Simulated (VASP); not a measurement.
# Os (Fm-3m) in VASP: settings compared

The runs below take Os through single point, with PBE, PBEsol+D4, LDA.

Program: VASP 6.6.1. These are calculated values, not measurements. Logs are shortened: lines on timing, memory, paths and dates and some standing lists are left out, and cuts for length are marked.

### 1 The structure

Symmetry: Fm-3m, No. 225, cubic system. Conventional cell: a = 3.890 Å, b = 3.890 Å, c = 3.890 Å, α = 90.00°, β = 90.00°, γ = 90.00°. Os (site symmetry m-3m) has 12 Os at 2.75 Å as nearest neighbours.

This isn't the form of Os at room conditions, which is hcp.

### 2 Single point, PBE (volume scaled by 1.02)

INCAR reads:

```
SYSTEM = Os
ALGO     = Normal         ! electronic algorithm
EDIFF    = 1E-6           ! SCF threshold, eV
ENCUT    = 520            ! plane-wave cutoff, eV
GGA      = PE             ! functional
ISIF     = 2              ! what is computed and relaxed
ISMEAR   = -1             ! smearing method
LASPH    = .True.         ! aspherical terms in the spheres
LCHARG   = .True.         ! write CHGCAR
LELF     = .True.         ! ELF
LREAL    = .False.        ! projectors in reciprocal space
LVHAR    = .True.       
LWAVE    = .False.        ! write WAVECAR
NBANDS   = 10             ! bands
NELM     = 80             ! most SCF steps
PREC     = Accurate       ! precision mode
SIGMA    = 0.05           ! smearing width, eV
```

KPOINTS reads:

```
k-points
0
Gamma
  12 12 12
  0 0 0
```

POSCAR reads:

```
Os
1.0
    0.0000000000      1.9578811701      1.9578811701
    1.9578811701      0.0000000000      1.9578811701
    1.9578811701      1.9578811701      0.0000000000
Os
1
Direct
    0.0000000000      0.0000000000      0.0000000000
```

Potentials or basis: VASP PAW PBE potentials, release 64 (Os).

Started as:

```console
$ cat potpaw_PBE.64/Os/POTCAR > POTCAR
$ mpirun -np 1 vasp_std > vasp.out
```

OUTCAR:

```text
SYSTEM = Os
   EDIFF = 1E-6
   ENCUT = 520
   GGA = PE
   ISIF = 2
   ISMEAR = -1
   LASPH = .True.
   LREAL = .False.
   NELM = 80
   PREC = Accurate

 ion  position               nearest neighbor table
   1  0.000  0.000  0.000-

  LATTYP: Found a face centered cubic cell.
 ALAT       =     3.9157623402

  Lattice vectors:

 A1 = (   0.0000000000,   1.9578811701,   1.9578811701)
 A2 = (   1.9578811701,   0.0000000000,   1.9578811701)
 A3 = (   1.9578811701,   1.9578811701,   0.0000000000)

Analysis of symmetry for initial positions (statically):
=====================================================================
 Subroutine PRICEL returns:
 Original cell was already a primitive cell.

 Routine SETGRP: Setting up the symmetry group for a
 face centered cubic supercell.

 Subroutine GETGRP returns: Found 48 space group operations
 (whereof 48 operations were pure point group operations)
 out of a pool of 48 trial point group operations.

The static configuration has the point symmetry O_h .

Analysis of symmetry for dynamics (positions and initial velocities):
=====================================================================
 Subroutine PRICEL returns:
 Original cell was already a primitive cell.

 Routine SETGRP: Setting up the symmetry group for a
 face centered cubic supercell.

 Subroutine GETGRP returns: Found 48 space group operations
 (whereof 48 operations were pure point group operations)
 out of a pool of 48 trial point group operations.

The dynamic configuration has the point symmetry O_h .

 Subroutine INISYM returns: Found 48 space group operations
 (whereof 48 operations are pure point group operations),
 and found     1 'primitive' translations

----------------------------------------------------------------------------------------

                                     Primitive cell

  volume of cell :      15.0103

  direct lattice vectors                    reciprocal lattice vectors
     0.000000000  1.957881170  1.957881170    -0.255378114  0.255378114  0.255378114
     1.957881170  0.000000000  1.957881170     0.255378114 -0.255378114  0.255378114
     1.957881170  1.957881170  0.000000000     0.255378114  0.255378114 -0.255378114

  length of vectors
     2.768862104  2.768862104  2.768862104     0.442327868  0.442327868  0.442327868

  position of ions in fractional coordinates (direct lattice)
     0.000000000  0.000000000  0.000000000

  ion indices of the primitive-cell ions
   primitive index   ion index
                 1           1

----------------------------------------------------------------------------------------

 KPOINTS: k-points

Automatic generation of k-mesh.
 Grid dimensions read from file:
 generate k-points for:   12   12   12

 Generating k-lattice:

  Cartesian coordinates                     Fractional coordinates (reciprocal lattice)
    -0.021281509  0.021281509  0.021281509     0.083333333  0.000000000  0.000000000
     0.021281509 -0.021281509  0.021281509     0.000000000  0.083333333  0.000000000
     0.021281509  0.021281509 -0.021281509     0.000000000  0.000000000  0.083333333

  Length of vectors
     0.036860656  0.036860656  0.036860656

  Shift w.r.t. Gamma in fractional coordinates (k-lattice)
     0.000000000  0.000000000  0.000000000

 Subroutine IBZKPT returns following result:
 ===========================================

 Found     72 irreducible k-points:

 Following reciprocal coordinates:
            Coordinates               Weight
  0.000000  0.000000  0.000000      1.000000
  0.083333  0.000000  0.000000      8.000000
  0.166667  0.000000  0.000000      8.000000
  0.250000  0.000000  0.000000      8.000000
  0.333333  0.000000  0.000000      8.000000
  0.416667  0.000000  0.000000      8.000000
[... 16 lines left out ...]
  0.500000  0.166667  0.000000     24.000000
 -0.416667  0.166667  0.000000     24.000000
 [... further k-points ...]
   k-points           NKPTS =     72   k-points in BZ     NKDIM =     72   number of bands    NBANDS=     10
   number of dos      NEDOS =    301   number of ions     NIONS =      1
   total plane-waves  NPLWV =  13824
   dimension x,y,z NGX =    24 NGY =   24 NGZ =   24
   dimension x,y,z NGXF=    48 NGYF=   48 NGZF=   48
   ions per type =               1
   NGX,Y,Z   is equivalent  to a cutoff of  14.41, 14.41, 14.41 a.u.
   NGXF,Y,Z  is equivalent  to a cutoff of  28.82, 28.82, 28.82 a.u.
 SYSTEM =  Os
   PREC   = accura    normal or accurate (medium, high low for compatibility)
   ISTART =      0    job   : 0-new  1-cont  2-samecut
   ICHARG =      2    charge: 1-file 2-atom 10-const
   ISPIN  =      1    spin polarized calculation?
   LNONCOLLINEAR =      F non collinear calculations
   LSORBIT =      F    spin-orbit coupling
   LASPH  =      T    aspherical Exc in radial PAW
   ENCUT  =  520.0 eV  38.22 Ry    6.18 a.u.   5.15  5.15  5.15*2*pi/ulx,y,z
   NELM   =     80;   NELMIN=  2; NELMDL= -5     # of ELM steps
   EDIFF  = 0.1E-05   stopping-criterion for ELM
   LREAL  =      F    real-space projection
   EDIFFG = 0.1E-04   stopping-criterion for IOM
   NSW    =      0    number of steps for IOM
   IBRION =     -1    ionic relax: 0-MD 1-quasi-New 2-CG
   NFREE  =      0    steps in history (QN), initial steepest desc. (CG)
   ISIF   =      2    stress and relaxation
   ISYM   =      2    0-nonsym 1-usesym 2-fastsym
   POTIM  = 0.5000    time-step for ionic-motion
   TEBEG  =    0.0;   TEEND  =   0.0 temperature during run
   PSTRESS=    0.0 pullay stress
   NELECT =       8.0000    total number of electrons
   NUPDOWN=      -1.0000    fix difference up-down
   EMIN   =  10.00;   EMAX   =-10.00  energy-range for DOS
   EFERMI =   0.00;   METHOD = LEGACY
   ISMEAR =    -1;   SIGMA  =   0.05  broadening in eV -4-tet -1-fermi 0-gaus
   EFERMI_NEDOS =   21; number of points for ismear=-14 and -15
   IALGO  =     38    algorithm
   IMIX   =      4    mixing-type and parameters
     AMIX     =   0.40;   BMIX     =  1.00
     AMIX_MAG =   1.60;   BMIX_MAG =  1.00
  volume/ion in A,a.u.               =      15.01       101.29
  Fermi-wavevector in a.u.,A,eV,Ry     =   1.327319  2.508268 23.970398  1.761775
  Thomas-Fermi vector in A             =   2.456640
   LORBIT       =      0    0 simple, 1 ext, 2 COOP (PROOUT), +10 PAW based schemes
   GGA     = PE    functional components
   LHFCALC =     F    Hartree Fock is set to
   AEXX    =    0.0000 exact exchange contribution
   IVDW    =     0    specifies the selected vdW correction
   LEPSILON=     F    determine dielectric tensor
   LRPA    =     F    only Hartree local field effects (RPA)
 non-spin polarized calculation
  energy-cutoff  :      520.00
  volume of cell :       15.01
 maximum number of plane-waves:       419
 NGX is ok and might be reduce to    24
   NGX = 11   NGY = 11   NGZ = 11

 number of electron       8.0000000 magnetization

 Free energy of the ion-electron system (eV)
  ---------------------------------------------------
  ext. energy  EPLUGINS =         0.00000000
  ---------------------------------------------------
  free energy    TOTEN  =       -11.09453783 eV

  energy without entropy =      -11.08994299  energy(sigma->0) =      -11.09224041

 E-fermi :   8.3874     XC(G=0): -13.6505

 val. band max:        8.3701933991   @ k =  -0.3333   0.4167   0.0833
 cond. band min:       8.4144737463   @ k =  -0.4167   0.5000   0.0833
 fundamental gap:      0.0442803473
 Fermi energy:         8.3873579383

 k-point     1 :       0.0000    0.0000    0.0000
  band No.  band energies     occupation
      1      -1.8794      2.00000
      2       5.6147      2.00000
      3       5.6147      2.00000
      4       5.6147      2.00000
      5       8.3504      1.35380
      6       8.3504      1.35380
      7      22.5976      0.00000
      8      28.0102      0.00000
      9      28.0102      0.00000
     10      28.0102      0.00000

 k-point     2 :       0.0833    0.0000    0.0000
  band No.  band energies     occupation
      1      -1.5805      2.00000
      2       5.4441      2.00000
      3       5.7454      2.00000
      4       5.7454      2.00000
      5       8.2636      1.84472
      6       8.2636      1.84472
      7      23.1355      0.00000
      8      26.6048      0.00000
      9      28.5280      0.00000
     10      28.5280      0.00000

 k-point     3 :       0.1667    0.0000    0.0000
  band No.  band energies     occupation
      1      -0.7573      2.00000
      2       5.0908      2.00000
      3       6.0091      2.00000
      4       6.0091      2.00000
      5       8.1777      1.97027
      6       8.1777      1.97027
      7      24.1169      0.00000
      8      24.7510      0.00000
      9      29.9805      0.00000
     10      29.9805      0.00000

 k-point     4 :       0.2500    0.0000    0.0000
  band No.  band energies     occupation
      1       0.3029      2.00000
      2       4.9853      2.00000
      3       6.0497      2.00000
      4       6.0497      2.00000
      5       8.5227      0.12509
      6       8.5227      0.12509
      7      22.2070      0.00000
      8      25.3076      0.00000
      9      31.9721      0.00000
     10      31.9803      0.00000
[... 222 lines left out ...]
 k-point    22 :       0.4167    0.1667    0.0000
  band No.  band energies     occupation
      1       1.9855      2.00000
      2       4.5272      2.00000
      3       5.2870      2.00000
      4       6.6722      2.00000
      5      10.4239      0.00000
      6      10.5462      0.00000
      7      19.2930      0.00000
      8      24.6221      0.00000
      9      26.7231      0.00000
     10      29.0370      0.00000

 k-point    23 :       0.5000    0.1667    0.0000
  band No.  band energies     occupation
      1       2.1120      2.00000
      2       4.6114      2.00000
      3       5.9784      2.00000
      4       6.4252      2.00000
      5      10.5947      0.00000
      6      12.4429      0.00000
      7      16.5949      0.00000
      8      23.9020      0.00000
      9      26.6850      0.00000
     10      27.3565      0.00000

 k-point    24 :      -0.4167    0.1667    0.0000
  band No.  band energies     occupation
      1       2.1851      2.00000
      2       4.6495      2.00000
      3       6.2856      2.00000
      4       6.3094      2.00000
      5      10.0448      0.00000
      6      13.0196      0.00000
      7      16.3495      0.00000
      8      23.7810      0.00000
      9      25.9606      0.00000
     10      27.9262      0.00000

 [... further k-points ...]

------------------------ aborting loop because EDIFF is reached ----------------------------------------

  FORCE on cell =-STRESS in cart. coord.  units (eV):
  Direction    XX          YY          ZZ          XY          YZ          ZX
  --------------------------------------------------------------------------------------
  -------------------------------------------------------------------------------------
  Total       -1.5748192     -1.5748192     -1.5748192      0.0000000      0.0000000      0.0000000
  in kB     -168.0940335   -168.0940335   -168.0940335      0.0000000      0.0000000      0.0000000
  external PRESSURE =    -168.0940335 kB  Pullay stress =       0.0000000 kB

 VOLUME and BASIS-vectors are now :
 -----------------------------------------------------------------------------
  energy-cutoff  :      520.00
  volume of cell :       15.01
      direct lattice vectors                 reciprocal lattice vectors
     0.000000000  1.957881170  1.957881170    -0.255378114  0.255378114  0.255378114
     1.957881170  0.000000000  1.957881170     0.255378114 -0.255378114  0.255378114
     1.957881170  1.957881170  0.000000000     0.255378114  0.255378114 -0.255378114

 POSITION                                       TOTAL-FORCE (eV/Angst)
 -----------------------------------------------------------------------------------
      0.00000      0.00000      0.00000        -0.000000     -0.000000     -0.000000
 -----------------------------------------------------------------------------------
    total drift:                                0.000000     -0.000000     -0.000000

  FREE ENERGIE OF THE ION-ELECTRON SYSTEM (eV)
  ---------------------------------------------------
  free  energy   TOTEN  =       -11.0945378269 eV

  energy  without entropy=      -11.0899429861  energy(sigma->0) =      -11.09224041
```

It took 4.1 s on 1 thread of Intel Xeon 6975P-C (Granite Rapids), shared host; peak memory 0.14 GiB.

Results:

- Free energy: -11.0945 eV
- Pressure: -16.8 GPa
- Band gap on the k mesh: none (metal or under the smearing width)

Caveat: so large a pressure means that the cell lies far from this level's equilibrium, or that cutoff or potentials fall short.

### 3 Single point, PBEsol+D4, non-collinear spin, zero start, spin-orbit coupling

INCAR reads:

```
SYSTEM = Os
PREC = Accurate
ENCUT = 520
EDIFF = 1E-6
ISMEAR = 0
SIGMA = 0.1
LREAL = .FALSE.
LASPH = .TRUE.
NELM = 150
ALGO = Normal
ISIF = 2
LWAVE = .FALSE.
LCHARG = .FALSE.
MAGMOM = 0 0 0
LORBIT = 11
LSORBIT = .TRUE.
GGA_COMPAT = .FALSE.
LORBMOM = .TRUE.
LMAXMIX = 4
GGA = PS
IVDW = 13
NBANDS = 19
```

KPOINTS reads:

```
regular mesh
0
G
  12 12 12
  0 0 0
```

POSCAR reads:

```
Os
1.0
    0.0000000000      1.9450000000      1.9450000000
    1.9450000000      0.0000000000      1.9450000000
    1.9450000000      1.9450000000      0.0000000000
Os
1
Direct
    0.0000000000      0.0000000000      0.0000000000
```

Potentials or basis: VASP PAW PBE potentials, release 64 (Os).

Started as:

```console
$ cat potpaw_PBE.64/Os/POTCAR > POTCAR
$ mpirun -np 1 vasp_ncl > vasp.out
```

It took 28 s on 1 thread of Intel Xeon Platinum 8488C (Sapphire Rapids), shared host; peak memory 0.17 GiB.

Results (log left out):

- Free energy: -12.7946 eV
- Pressure: -23.8 GPa
- Net moment: 0.00 μB per cell
- Valence electrons inside the program's atomic spheres: Os 7.29
- Dispersion energy per atom: -0.389 eV

Moments on the atoms (μB; x, y, z):
```
Os  0.00 0.00 0.00
```

Caveat: so large a pressure means that the cell lies far from this level's equilibrium, or that cutoff or potentials fall short; the potentials were made for another functional, which shifts forces and pressure.

[end of part 1 of 2]
